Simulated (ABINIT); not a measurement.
# Y (P6_3/mmc) in ABINIT: a series of runs

Runs on Y. Level: LDA-PZ. Tasks: relaxation of cell and atoms, single point.

Everything below comes from runs of ABINIT 10.8.3 (patched build). Logs are shortened: lines on timing, memory, paths and dates and some standing lists are left out, and cuts for length are marked. The log counts tension as positive stress, the text compression.

## (1) The crystal as given

It takes space group P6_3/mmc (No. 194, hexagonal). The conventional cell has a = 3.647 Å, b = 3.647 Å, c = 5.731 Å, α = 90.00°, β = 90.00°, γ = 120.00°. Y (site symmetry -6m2) is surrounded by 12 Y at 3.56 to 3.65 Å.

## (2) Relaxation of cell and atoms, LDA-PZ

Contents of run.abi:

```
# Pseudopotentials
pp_dirpath "./"
pseudos "Y.hgh"

# Structure
acell 3.6474 3.6474 5.7306 Angstrom
rprim
     1.0000000000     0.0000000000     0.0000000000
    -0.5000000000     0.8660254038     0.0000000000
     0.0000000000     0.0000000000     1.0000000000
ntypat 1
znucl 39
natom 2
typat 1 1
chkprim 0
chksymtnons 0
tolsym 1.0e-6
xred
            2/3            1/3            3/4
            1/3            2/3            1/4

# Plane-wave basis
ecut 15.0
ecutsm 0.5

# k points
kptopt 1
ngkpt 6 6 4
nshiftk 1
shiftk 0.0 0.0 0.0

# Exchange and correlation
ixc 2

# Bands and occupations
nband 7
occopt 3
tsmear 0.05 eV

# SCF cycle
nstep 80
tolvrs 1.0e-12

# Output
iomode 3
prteig 0
prtebands 0
prtwf 0
prtden 0

# Relaxation
ionmov 2
optcell 2
ntime 50
tolmxf 2.0e-5
dilatmx 1.08
```

Potentials or basis: HGH LDA.

The run is started by

```bash
> abinit run.abi > log 2>&1
```

run.abo:

```text
.Version 10.8.3 of ABINIT
 Symmetries : space group P6_3/m m c (#194); Bravais hP (primitive hexag.)
================================================================================
 Values of the parameters that define the memory need of the present run
     intxc =       0    ionmov =       2      iscf =       7    lmnmax =       7
     lnmax =       7     mgfft =      45  mpssoang =       3    mqgrid =    3001
     natom =       2  nloc_mem =       1    nspden =       1   nspinor =       1
    nsppol =       1      nsym =      24    n1xccc =       0    ntypat =       1
    occopt =       3   xclevel =       1
       mpw =        1580          nfft =       32805          nkpt =          21
================================================================================
================================================================================

--------------------------------------------------------------------------------
------------- Echo of variables that govern the present computation ------------
--------------------------------------------------------------------------------
 -outvars: echo values of preprocessed input variables --------
            acell      6.8925870716E+00  6.8925870716E+00  1.0829264537E+01 Bohr
              amu      8.89058500E+01
          chkprim           0
      chksymtnons           0
          dilatmx      1.08000000E+00
             ecut      1.50000000E+01 Hartree
           ecutsm      5.00000000E-01 Hartree
           ionmov           2
              ixc           2
         kptrlatt        6    0    0      0    6    0      0    0    4
          kptrlen      4.13555224E+01
            natom           2
            nband           7
            ngfft          27      27      45
             nkpt          21
            nstep          80
             nsym          24
            ntime          50
           ntypat           1
           occopt           3
          optcell           2
           prtden           0
        prtebands           0
           prteig           0
            prtwf           0
            rprim      1.0000000000E+00  0.0000000000E+00  0.0000000000E+00
                      -5.0000000000E-01  8.6602540380E-01  0.0000000000E+00
                       0.0000000000E+00  0.0000000000E+00  1.0000000000E+00
          spgroup         194
           tolmxf      2.00000000E-05
           tolsym      1.00000000E-06
           tolvrs      1.00000000E-12
           tsmear      1.83746611E-03 Hartree
[... 53 lines left out ...]

=== [ionmov= 2] Broyden-Fletcher-Goldfarb-Shanno method (forces)
================================================================================

--- Iteration: ( 1/50) Internal Cycle: (1/1)
--------------------------------------------------------------------------------

---SELF-CONSISTENT-FIELD CONVERGENCE--------------------------------------------
[... 748 lines left out ...]
 Difference of energy with previous step (new-old):
           Absolute (Ha)=-5.61244E-08
           Relative     =-1.74733E-08

 At Broyd/MD step   8, gradients are converged :
  max grad (force/stress) = 8.4060E-06 < tolmxf= 2.0000E-05 ha/bohr (free atoms)

================================================================================

 ----iterations are completed or convergence reached----

 Mean square residual over all n,k,spin=   15.797E-09; max=  23.212E-07
 reduced coordinates (array xred) for    2 atoms
       0.666666666667      0.333333333333      0.750000000000
       0.333333333333      0.666666666667      0.250000000000
 rms dE/dt=  7.7730E-29; max dE/dt=  1.3463E-28; dE/dt below (all hartree)
    1       0.000000000000      0.000000000000     -0.000000000000
    2       0.000000000000      0.000000000000      0.000000000000

 cartesian coordinates (angstrom) at end:
    1      1.75206064060143     1.01155268250596     4.05409950562150
    2     -0.00000000000000     2.02310536501192     1.35136650187383

 cartesian forces (hartree/bohr) at end:
    1     -0.00000000000000    -0.00000000000000     0.00000000000000
    2     -0.00000000000000    -0.00000000000000    -0.00000000000000
 frms,max,avg= 7.6095067E-30 1.3180052E-29   0.000E+00  0.000E+00  0.000E+00 h/b

 cartesian forces (eV/Angstrom) at end:
    1     -0.00000000000000    -0.00000000000000     0.00000000000000
    2     -0.00000000000000    -0.00000000000000    -0.00000000000000
 frms,max,avg= 3.9129657E-28 6.7774554E-28   0.000E+00  0.000E+00  0.000E+00 e/A
 length scales=  6.621829533438  6.621829533528 10.214850337070 bohr
              =  3.504121281203  3.504121281250  5.405466007495 angstroms
 Fermi (or HOMO) energy (hartree) =   0.13767   Average Vxc (hartree)=  -0.29193
 Eigenvalues (hartree) for nkpt=  21  k points:
 kpt#   1, nband=  7, wtk=  0.00694, kpt=  0.0000  0.0000  0.0000 (reduced coord)
  -0.04327    0.06207    0.18901    0.20237    0.20237    0.21953    0.22940
      occupation numbers for kpt#   1
   2.00000    2.00000    0.00000    0.00000    0.00000    0.00000    0.00000
 prteigrs : prtvol=0 or 1, do not print more k-points.

--- !EnergyTerms
iteration_state     : {dtset: 1, itime: 8, icycle: 1, }
comment             : Components of total free energy in Hartree
kinetic             :  2.96133034338063E+00
hartree             :  2.53473728642102E-03
xc                  : -1.35260008713663E+00
Ewald energy        : -4.48855336135755E+00
psp_core            :  3.50187083967980E-01
local_psp           :  3.63353923601495E-02
non_local_psp       : -7.20072720218370E-01
internal            : -3.21083861171737E+00
'-kT*entropy'       : -1.16522649553170E-03
total_energy        : -3.21200383821290E+00
total_energy_eV     : -8.74030770651847E+01
band_energy         :  5.22027555709530E-01
...

 Cartesian components of stress tensor (hartree/bohr^3)
  sigma(1 1)= -1.97623032E-08  sigma(3 2)=  0.00000000E+00
  sigma(2 2)= -1.97623357E-08  sigma(3 1)=  0.00000000E+00
  sigma(3 3)= -8.40595122E-08  sigma(2 1)=  0.00000000E+00

-Cartesian components of stress tensor (GPa)         [Pressure=  1.2120E-03 GPa]
- sigma(1 1)= -5.81427034E-04  sigma(3 2)=  0.00000000E+00
- sigma(2 2)= -5.81427989E-04  sigma(3 1)=  0.00000000E+00
- sigma(3 3)= -2.47311623E-03  sigma(2 1)=  0.00000000E+00

== END DATASET(S) ==============================================================
================================================================================

 -outvars: echo values of variables after computation  --------
            acell      6.6218295334E+00  6.6218295335E+00  1.0214850337E+01 Bohr
           etotal     -3.2120038382E+00
            fcart     -0.0000000000E+00 -0.0000000000E+00  1.3180052249E-29
                      -0.0000000000E+00 -0.0000000000E+00 -1.3180052249E-29
            rprim      1.0000000000E+00  0.0000000000E+00  0.0000000000E+00
                      -4.9999999999E-01  8.6602540379E-01  0.0000000000E+00
                       0.0000000000E+00  0.0000000000E+00  1.0000000000E+00
           strten     -1.9762303217E-08 -1.9762335660E-08 -8.4059512219E-08
                       0.0000000000E+00  0.0000000000E+00  0.0000000000E+00
           xangst      1.7520606406E+00  1.0115526825E+00  4.0540995056E+00
                      -1.0268914896E-16  2.0231053650E+00  1.3513665019E+00
             xred      6.6666666667E-01  3.3333333333E-01  7.5000000000E-01
                       3.3333333333E-01  6.6666666667E-01  2.5000000000E-01
 Calculation completed.
```

Run time: 31 s. Hardware: 1 thread of Arm Neoverse V1, shared host; peak memory 0.06 GiB.

Results:

| Item | Value |
| --- | --- |
| Free energy | -87.4031 eV |
| Relaxed volume | 28.74 Å³/atom |
| Relaxed cell | a = 3.504 Å, b = 3.504 Å, c = 5.405 Å, α = 90.00°, β = 90.00°, γ = 120.00° |
| Space group after relaxing (to 0.05 Å) | P6_3/mmc (No. 194) |
| Energy gained by relaxing | 72.2 meV/atom |
| Ionic steps | 8 |
| Pressure after relaxing | 0.0 GPa |
| Band gap on the k mesh | none (metal or under the smearing width) |

Step by step:
```tsv
step	energy change (eV)	largest force (eV/Å)	pressure (GPa)	volume (Å³)
1	0.0000	0.0000	-4.87	66.02
2	-0.0289	0.0000	-4.43	65.04
3	-0.1435	0.0000	0.38	56.92
4	-0.1441	0.0000	0.00	57.45
5	-0.1442	0.0000	0.01	57.44
6	-0.1443	0.0000	0.05	57.41
7	-0.1443	0.0000	0.02	57.46
8	-0.1443	0.0000	0.00	57.48
```

Final structure:
```xyz
2
Lattice="3.5041 0.0000 0.0000 -1.7521 3.0347 0.0000 0.0000 0.0000 5.4055" Properties=species:S:1:pos:R:3 pbc="T T T"
Y     1.7521    1.0116    4.0541
Y     0.0000    2.0231    1.3514
```

Caveat: the volume moved by -13 % from the deposited cell, more than functionals usually miss; HGH potentials are hard and often keep d shells in the core, so these values are rough.

## (3) Single point, LDA-PZ (cell relaxed)

Contents of run.abi:

```
pp_dirpath "./"
pseudos "Y.hgh"

acell 3.50412128 3.5041212831 5.40546601 Angstrom
rprim
     1.0000000000     0.0000000000     0.0000000000
    -0.4999999996     0.8660254040     0.0000000000
     0.0000000000     0.0000000000     1.0000000000
ntypat 1
znucl 39
natom 2
typat 1 1
xcart
     3.3109147964     1.9115575130     7.6611377512
    -0.0000000331     3.8231150834     2.5537125837
chkprim 0
chksymtnons 0
tolsym 1.0e-6

ecut 15.0

kptopt 1
ngkpt 6 6 4
nshiftk 1
shiftk 0.0 0.0 0.0

ixc 2

nband 7
occopt 3
tsmear 0.00183747

nstep 100
tolvrs 1.0e-10

iomode 3
prtwf 0
prtden 0
prteig 0
prtebands 0
enunit 1
prtvol 2
```

Potentials or basis: HGH LDA.

The run is started by

```bash
> abinit run.abi > log 2>&1
```

Wall time 3 s (1 thread of Arm Neoverse V1, shared host); peak memory 0.07 GiB.

Results (log left out):

```
Free energy                                           : -87.4034 eV
Pressure                                              : 0.0 GPa
Band gap on the k mesh                                : none (metal or under the smearing width)
Valence electrons inside the program's atomic spheres : Y 0.52 (radii [1.0584] Å)
```

Levels at points of the mesh, in eV from the Fermi level:
```tsv
k point	band 1	band 2	band 3	band 4	band 5	band 6	band 7
(0.00, 0.00, 0.00)	-4.92	-2.06	1.40	1.76	1.76	2.23	2.50
(0.50, 0.00, 0.00)	-1.79	-1.44	-1.01	-0.02	1.36	1.63	2.32
(0.00, 0.00, 0.50)	-3.33	-3.33	1.02	1.02	1.62	1.62	1.62
(0.50, 0.00, 0.50)	-1.85	-1.85	0.01	0.01	1.73	1.73	2.96
```

Caveat: HGH potentials are hard and often keep d shells in the core, so these values are rough.
